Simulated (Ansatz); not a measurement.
# Ag (R-3m) in Ansatz: notebook, part 2 of 2

Ansatz 0.2.0. Earlier steps stand in the parts before.

## 4. Relaxation of cell and atoms, PBEsol, target pressure 5 GPa, at which the enthalpy is minimised

input.yaml

```yaml
crystal:
  lattice:
    - [1.4730471633, 0.8504641763, 7.20465]
    - [-1.4730471633, 0.8504641763, 7.20465]
    - [0.0, -1.7009283525, 7.20465]
  atoms:
    - { symbol: Ag, position: [0.222281, 0.222281, 0.222281] }
    - { symbol: Ag, position: [0.777719, 0.777719, 0.777719] }
    - { symbol: Ag, position: [0.0, 0.0, 0.0] }
hamiltonian:
  xc: pbesol
  pseudopotentials: { kind: paw }
kpoints:
  mp_grid: { grid: [10, 10, 10] }
scf:
  occupations: { method: fermi_dirac, width: 0.05 }
output:
  forces: true
  stress: true
  eigenvalues: true
  write_density: true
  write_potential: true
  elf: true
  volumetric_format: npy
relax:
  f_tol: 0.01
  max_steps: 40
  cell: { stress_tol: 0.05, p_target: 5.0 }
```

Potentials or basis: Ansatz PAW.

The run is started by

```bash
$ ansatz run input.yaml --threads 2 --pin off --max-ram 5632MiB --backend cpu --events-out ev --progress --plain --runs-dir out
```

Output:

```text
Warning: RAYON_NUM_THREADS=2 ignored (pool sized by the plan → 2); use --threads N
basis.fft_grid_basis auto: the FFT boxes are laid along the combinations [[1, -1, 0], [0, 1, 0], [0, -1, 1]] of the cell's own vectors, 2.946, 7.403 and 2.946 Å long. The dense box has 20×50×20 points. Along the cell's own vectors, as sized, it would have 50×50×50, 6.25 times as many. Of the 12 symmetry operations that the crystal satisfies within crystal.symmetry.tolerance (time reversal apart; of a slab, those that keep its plane) the dense box along the cell's own vectors carries 12, and the one as laid loses 8 of those. basis.fft_grid_basis: typed keeps the cell's own vectors: state it where this run's energies or levels are differenced outside the engine with another run's, or held beside a run that keeps those vectors. Those combinations have planes normal to reciprocal vector 3, as the cell's own vectors have. Each planar average written beside output.write_density, output.write_potential has a row for each plane of the box: 20. The volumetric files lie along those combinations, not along the cell's own vectors: a cube or XSF file states them, and fields.json those of NumPy files.
Engine: ansatz 0.2.0, aarch64-unknown-linux-gnu
Pseudopotentials: kind: paw
Pseudopotential: Ag, paw, valence charge 19, recommended cutoff 420 eV (normal), Ag.paw.azcp
Functional definition: PBEsol
[... 121 lines left out ...]
  k-point 115: bands = ["-73.4640", "-73.4408", "-73.4270", "-37.0644", "-36.9113", "-36.8962", "-36.8862", "-36.8862", "-36.8563", "-36.8563", "-36.8458", "-36.8458", "11.0957", "11.1163", "11.7773", "13.4708", "13.4715", "13.5549", "13.5549", "13.6814", "13.6814", "13.8001", "13.8001", "14.6791", "14.6791", "14.8528", "14.8528", "15.5394", "15.5394", "17.9694", "22.5717", "32.9373", "33.2579", "34.3582", "35.2293"]
--- Relaxed structure (5 steps of the walk, 5 accepted, 1 SCFs on fresh bases) ---
  F+E_penalty+E_count = -22566.68032633 eV   max|allowed force component| = 4.026e-4 eV/Å   (the final SCF, on the basis selected at the relaxed cell)
  cell:  # Å, volume = 48.2392 Å³
    - [1.4201094844848239, 0.8199005931620277, 6.905027348007893]
    - [-1.4201094844848239, 0.8199005931620277, 6.905027348007893]
    - [9.983161186579244e-34, -1.639801186276135, 6.905027348013583]
  atoms:
    - { symbol: Ag, position: [0.222325484949975, 0.222325484949975, 0.22232548494997498] }
    - { symbol: Ag, position: [0.7776745150500252, 0.7776745150500252, 0.7776745150500249] }
    - { symbol: Ag, position: [-7.263061104393381e-21, -7.263061104393386e-21, -7.263061104461945e-21] }
```

rho_z.tsv:

```text
# z_ang	rho[e/angstrom^3]
# format = ansatz-planar-average/11
# lattice	1.420109484	0.819900593	6.905027348
# lattice	-1.420109484	0.819900593	6.905027348
# lattice	0.000000000	-1.639801186	6.905027348
# sites	3
# site	47	0.000000000	0.000000000	4.605490661
# site	47	0.000000000	0.000000000	16.109591383
# site	47	0.000000000	-0.000000000	-0.000000000
0.000000	1.665089e0
0.354853	1.656144e0
0.709707	1.625391e0
1.064560	1.560889e0
1.419413	1.448417e0
1.774267	1.284258e0
[... 12 lines left out ...]
6.387360	1.625391e0
6.742213	1.656144e0
```

v_z.tsv:

```text
# z_ang	v_es[eV]	v_tot[eV]
# format = ansatz-planar-average/11
# xc	pbesol
# density_cutoff_ev	1680
# datasets	Ag=:simpson_from_first_knot:soft:shift=-955930
# lattice	1.420109484	0.819900593	6.905027348
# lattice	-1.420109484	0.819900593	6.905027348
# lattice	0.000000000	-1.639801186	6.905027348
# sites	3
# site	47	0.000000000	0.000000000	4.605490661
# site	47	0.000000000	0.000000000	16.109591383
# site	47	0.000000000	-0.000000000	-0.000000000
0.000000	8.367941e0	-5.649410e0
0.354853	8.553203e0	-5.390710e0
0.709707	9.088783e0	-4.645302e0
1.064560	9.901740e0	-3.514824e0
1.419413	1.086543e1	-2.160891e0
1.774267	1.189539e1	-6.930994e-1
[... 12 lines left out ...]
6.387360	9.088783e0	-4.645302e0
6.742213	8.553203e0	-5.390710e0
```

Wall time 29 s (2 threads of Arm Neoverse V2, shared host); peak memory 0.44 GiB.

What came out:

```yaml
Free_energy: -22566.6803 eV
Relaxed_volume: 16.08 Å³/atom
Relaxed_cell: a = 7.097 Å, b = 7.097 Å, c = 7.097 Å, α = 23.09°, β = 23.09°, γ = 23.09°
Space_group_after_relaxing_to_0.05_Å: R-3m (No. 166)
Energy_change_on_relaxing_the_enthalpy_is_what_falls: -23.5 meV/atom
Ionic_steps: 6
Pressure_after_relaxing: 5.0 GPa
Band_gap_on_the_k_mesh: none (metal or under the smearing width)
```

Step by step:
```
step  energy change (eV)  largest force (eV/Å)  volume (Å³)
   1              0.0000                0.0027        54.15
   2             -0.0088                0.0155        46.83
   3             -0.0831                0.0006        48.64
   4             -0.0732                0.0006        48.27
   5             -0.0723                0.0004        48.24
   6             -0.0704                0.0004        48.24
```

Final structure:
```cif
data_structure
_symmetry_space_group_name_H-M 'P 1'
_symmetry_Int_Tables_number 1
_cell_length_a 7.0971
_cell_length_b 7.0971
_cell_length_c 7.0971
_cell_angle_alpha 23.085
_cell_angle_beta 23.085
_cell_angle_gamma 23.085
_cell_volume 48.24
loop_
_atom_site_label
_atom_site_type_symbol
_atom_site_fract_x
_atom_site_fract_y
_atom_site_fract_z
_atom_site_occupancy
Ag1 Ag 0.22233 0.22233 0.22233 1
Ag2 Ag 0.77767 0.77767 0.77767 1
Ag3 Ag 0.00000 0.00000 0.00000 1
```

Caveat: the plane-wave basis is chosen anew once the cell has moved, so the energies of steps on either side of that aren't comparable; the PAW data sets come from PBE, with cores solved anew for the run's functional, which leaves a small shift of forces and pressure.

## 5. Summary

```csv
cell,target pressure (GPa),gap on the mesh (eV),pressure (GPa)
relaxed,0,none,0.0
relaxed to 2 GPa,2,none,2.0
relaxed to 5 GPa,5,none,5.0
```

Alike in all rows: task relaxation of cell and atoms; level PBEsol; potentials or basis Ansatz PAW; no spin polarisation; k mesh 10 × 10 × 10; cutoff (eV) 420; smearing fermi-dirac 0.05 eV.

Caveats: the plane-wave basis is chosen anew once the cell has moved, so the energies of steps on either side of that aren't comparable; the PAW data sets come from PBE, with cores solved anew for the run's functional, which leaves a small shift of forces and pressure.

Absolute energies hang on the potentials; compare differences alone.
